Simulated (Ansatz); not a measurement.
KMgF3: a sublattice moved along a line

Theory: DFT PBE, scalar-relativistic, plane waves, PAW (Ansatz). Cutoff 420 eV, Γ-centred 6×6×6 k-points, Gaussian smearing of 0.05 eV. No spin polarisation. Energies are free energies at this smearing, counted from the undisturbed cell; pressure is positive in compression.

The starting cell (as given, not relaxed at this level; it stands at 3.8 GPa, and it needn't be the usual structure):

```
K Mg F
1.0
     3.98590    0.00000    0.00000
     0.00000    3.98590    0.00000
     0.00000    0.00000    3.98590
K Mg F
1 1 3
Direct
  0.50000 0.50000 0.50000
  0.00000 0.00000 0.00000
  0.50000 0.00000 0.00000
  0.00000 0.50000 0.00000
  0.00000 0.00000 0.50000
```

Every Mg atom is moved by x along the Cartesian unit vector (0.000, 0.000, 1.000); the cell and all other atoms stay fixed.

| x (Å) | ΔE (meV/cell) | force along x on the moved atoms (eV/Å) | pressure (GPa) | gap on the mesh (eV) |
| --- | --- | --- | --- | --- |
| -0.1000 | 48.6 | 1.00 | 4.2 | 7.32 |
| -0.0500 | ? | 0.48 | ? | 7.33 |
| 0.0000 | 0.0 | 0.00 | 3.8 | 7.33 |
| 0.0125 | 0.7 | -0.12 | 3.8 | 7.33 |
| 0.0250 | 2.9 | ? | 3.8 | ? |
| 0.0375 | 6.6 | -0.36 | 3.8 | 7.33 |
| 0.0625 | 18.6 | -0.60 | 3.9 | 7.33 |
| 0.0750 | 26.9 | -0.73 | 4.0 | 7.33 |
| 0.0875 | 36.9 | -0.86 | 4.1 | 7.32 |

By symmetry 0.1000 repeats -0.1000, -0.0750 repeats 0.0750, 0.0500 repeats -0.0500, -0.0250 repeats 0.0250 in energy, with the opposite slope along the path.

(1) Give the withheld values.

## Answers

(1) ΔE (meV/cell) at x (Å) = -0.0500: 11.9; pressure (GPa) at x (Å) = -0.0500: 3.9; force along x on the moved atoms (eV/Å) at x (Å) = 0.0250: -0.24; gap on the mesh (eV) at x (Å) = 0.0250: 7.33.